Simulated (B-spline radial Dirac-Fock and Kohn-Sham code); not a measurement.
**How the levels of xenon move as electrons are removed**

Calculated with a radial atomic solver, using Dirac-Fock energy differences between relaxed states, corrected for Breit and QED terms. Each ion is free and in its tabulated ground configuration. Correlation and solid-state effects are left out.

Reference: Xe¹⁴⁺, [Kr] 4d4, with K 34888.8 eV, L2 5432.0 eV, M2 1318.0 eV, M4 1002.0 eV, N1 501.8 eV. Shifts from it, in eV (a dash: the subshell is empty, belongs to an open shell averaged over j, or its hole state is left out as unreliable):

| ion | configuration | K | L2 | M2 | M4 | N1 |
| --- | --- | --- | --- | --- | --- | --- |
| Xe¹⁵⁺ | [Kr] 4d3 | +38.7 | +38.8 | +36.4 | +36.5 | +30.1 |
| Xe¹⁶⁺ | [Kr] 4d2 | +78.8 | +78.9 | +73.8 | +74.0 | +60.9 |
| Xe¹⁷⁺ | [Kr] 4d1 | +120.0 | +120.2 | +112.3 | +112.5 | +92.2 |
| Xe¹⁸⁺ | [Ar] 3d10 4s2 4p6 | +162.5 | +162.7 | +151.7 | +152.1 | +124.2 |
| Xe¹⁹⁺ | [Ar] 3d10 4s2 4p5 | +209.8 | +207.5 | +192.4 | +193.5 | +155.1 |
| Xe²⁰⁺ | [Ar] 3d10 4s2 4p4 | +258.1 | +253.2 | +233.9 | +235.6 | +186.4 |
| Xe²¹⁺ | [Ar] 3d10 4s2 4p3 | +307.6 | – | – | +278.5 | +218.1 |
| Xe²²⁺ | [Ar] 3d10 4s2 4p2 | +358.0 | +347.3 | +318.9 | +322.1 | +250.3 |
| Xe²³⁺ | [Ar] 3d10 4s2 4p1 | +409.6 | +395.7 | +362.5 | +366.5 | +282.9 |
